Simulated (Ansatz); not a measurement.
# MnSb: the cost of one run

Program: Ansatz 0.2.0. Level of theory: DFT PBE, with the methods named in each step. These are calculated values, not measurements.

### Step 1. Starting point

It takes space group I4/mmm (No. 139, tetragonal). Conventional cell: a = 3.821 Å, b = 3.821 Å, c = 5.981 Å, α = 90.00°, β = 90.00°, γ = 90.00°. Mn (site symmetry 4/mmm) has 6 Sb at 2.70 to 2.99 Å as nearest neighbours. Sb (site symmetry 4/mmm) is surrounded by 6 Mn at 2.70 to 2.99 Å.

Coordinates:

```cif
data_structure
_symmetry_space_group_name_H-M 'P 1'
_symmetry_Int_Tables_number 1
_cell_length_a 4.0305
_cell_length_b 4.0305
_cell_length_c 3.8213
_cell_angle_alpha 61.703
_cell_angle_beta 61.703
_cell_angle_gamma 56.594
_cell_volume 43.67
loop_
_atom_site_label
_atom_site_type_symbol
_atom_site_fract_x
_atom_site_fract_y
_atom_site_fract_z
_atom_site_occupancy
Mn1 Mn 0.00000 0.00000 0.00000 1
Sb1 Sb 0.50000 0.50000 0.50000 1
```

Elk's input and logs are in atomic units (hartree, bohr).

Atoms are numbered in the order of the input: Mn1, Sb2.

### Step 2. Collinear moments without spin-orbit coupling, PAW

The input, input.yaml:

```yaml
crystal:
  lattice:
    - [0.0, 2.7020439545, 2.99066712]
    - [2.7020439545, 0.0, 2.99066712]
    - [2.7020439545, 2.7020439545, 0.0]
  atoms:
    - { symbol: Mn, position: [0.0, 0.0, 0.0], spin: 4.0 }
    - { symbol: Sb, position: [0.5, 0.5, 0.5] }
magnetization:
  spin_polarized: true
kpoints:
  mp_grid: { grid: [11, 11, 11] }
scf:
  occupations: { method: fermi_dirac, width: 0.1 }
  lower_state_search: "off"
hamiltonian:
  xc: pbe
  pseudopotentials: { kind: paw }
output:
  forces: true
  stress: true
  eigenvalues: true
  write_density: true
  write_potential: true
  elf: true
  volumetric_format: npy
```

The run is started by

```sh
$ ansatz run input.yaml --threads 2 --pin off --max-ram 4096MiB --backend cpu --events-out ev --progress --plain --runs-dir out
```

Q: Estimate wall time and peak memory on 2 threads of Intel Xeon 6975P-C (Granite Rapids), shared host.

About 5.8 s, with a peak of 0.53 GiB.
